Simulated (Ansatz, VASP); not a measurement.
**Ni in VASP and in Ansatz**

```
Ni
1.0
     0.00000    1.73757    1.73757
     1.73757    0.00000    1.73757
     1.73757    1.73757    0.00000
Ni
1
Direct
  0.00000 0.00000 0.00000
```

Alike in both runs: task relaxation of cell and atoms; functional BLYP; k mesh 13 × 13 × 13; occupations fermi-dirac, width 0.05 eV; collinear spin, ferromagnetic start.

|  | VASP | Ansatz |
| --- | --- | --- |
| version | VASP 6.6.1 | Ansatz 0.2.0 |
| potentials or method | VASP PAW PBE potentials, release 64 (Ni) | Ansatz PAW |
| plane-wave cutoff (eV) | 600 | 420 |
| valence electrons in the cell | 10 | 18 |

|  | VASP | Ansatz | Ansatz less VASP |
| --- | --- | --- | --- |
| gap on the k mesh at the Fermi level, each at its own relaxed structure (eV) | none | none | - |
| net moment per atom (μB) | 0.62 | 0.62 | +0.005 |
| size of the moment on the site where the two differ most (μB) | 0.63 | 0.66 | +0.029 |
| relaxed volume (Å³/atom) | 11.43 | 11.44 | +0.006 |
| relaxed cell length with the largest relative difference (Å) | 2.529 | 2.529 | +0.0004 |
| energy change over the relaxation (meV/atom) | -49 | -49 | -0.2 |

Site moments also hang on the region over which each program counts them. A gap of «none» marks a metal or a gap that the smearing closes. The two sets of potentials don't hold the same shells in valence.

Caveats: the PAW data sets were made with another functional, which shifts forces and pressure a little (VASP); the plane-wave basis is chosen anew once the cell has moved, so the energies of steps on either side of that aren't comparable (Ansatz); the PAW data sets come from PBE, with cores solved anew for the run's functional, which leaves a small shift of forces and pressure (Ansatz).
